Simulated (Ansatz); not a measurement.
## GaS: a prediction, then the measurements

The calculation used Ansatz 0.2.0, DFT PBE, scalar-relativistic, plane waves, PAW.

Settings: cutoff 420 eV, Γ-centred mesh 12×12×2 on the computed 8-atom cell, Gaussian smearing of 0.02 eV; no spin polarisation.

Relaxed structure:

```
CELL_PARAMETERS angstrom
3.63004 0.00000 0.00000
-1.81502 3.14371 0.00000
0.00000 0.00000 17.77545
ATOMIC_POSITIONS crystal
Ga 0.33333 0.66667 0.18048
Ga 0.66667 0.33333 0.68048
Ga 0.33333 0.66667 0.31952
Ga 0.66667 0.33333 0.81952
S 0.33333 0.66667 0.61957
S 0.66667 0.33333 0.11957
S 0.33333 0.66667 0.88043
S 0.66667 0.33333 0.38043
```

| Item | Value |
| --- | --- |
| Space group | P6_3/mmc (No. 194) |
| Volume per atom | 171.1 bohr³ |
| Formation energy from the elements' standard states (uncorrected) | -0.660 eV/atom |
| Kohn–Sham band gap | 2.02 eV |
| Orbital (Löwdin) character of the top 1 eV of the valence band | S 3p 65 %, Ga 4p 23 %, Ga 4s 9 % |
| Orbital (Löwdin) character of the lowest 1 eV of the conduction band | Ga 4p 37 %, S 3p 30 %, Ga 4s 19 %, unprojected 8 % |
| Bader charge by site (e) | Ga (4 in the cell) 0.82, S (4 in the cell) -0.82 |

The cell holds layers, chains or molecules and no dispersion correction was added, so their binding is poorly described.

**Against measurements.**

Measured band gap of GaS: 2.58 eV (indirect; 300 K; “Photoelectric Properties of GaS1−xSex (0 ≤ x ≤ 1) Layered Crystals”, 2024, pmc:11054839). This calculation gives 2.02 eV (-0.56 eV). Kohn–Sham gaps of semilocal functionals fall short of measured ones as a rule.

It was relaxed from a cell as deposited in COD. Löwdin shares on free-atom orbitals overweight diffuse shells in the empty bands.
